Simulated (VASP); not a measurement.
Crystal: Hf.

```xyz
1
Lattice="2.9491 0.0000 0.0000 0.0000 2.9491 0.0000 0.0000 0.0000 2.9491" Properties=species:S:1:pos:R:3 pbc="T T T"
Hf    0.0000    0.0000    0.0000
```

This isn't the form of Hf at room conditions, which is hcp.

Base run:

| Quantity | Value |
| --- | --- |
| Program | VASP 6.6.1 |
| Functional | RPBE |
| Potentials or basis | VASP PAW PBE potentials, release 64 (Hf_pv) |
| Cutoff | 520 eV |
| k mesh | 17 × 17 × 17 |
| Occupations | fermi-dirac, width 0.1 eV |
| Spin | no spin polarisation |

Its results: band gap on the k mesh none (metal or under the smearing width); pressure 0.2 GPa.

Problem. The run is repeated on the same cell with these changes: k mesh from 17 × 17 × 17 to 11 × 11 × 11; further incar settings from ALGO = Fast; EDIFF = 1e-06; NBANDS = 11 to ALGO = Normal; EDIFF = 1e-06; NBANDS = 11. What comes out?

Solution. Band gap on the k mesh none (metal or under the smearing width); pressure -0.3 GPa.

Caveats: the PAW data sets were made with another functional, which shifts forces and pressure a little.
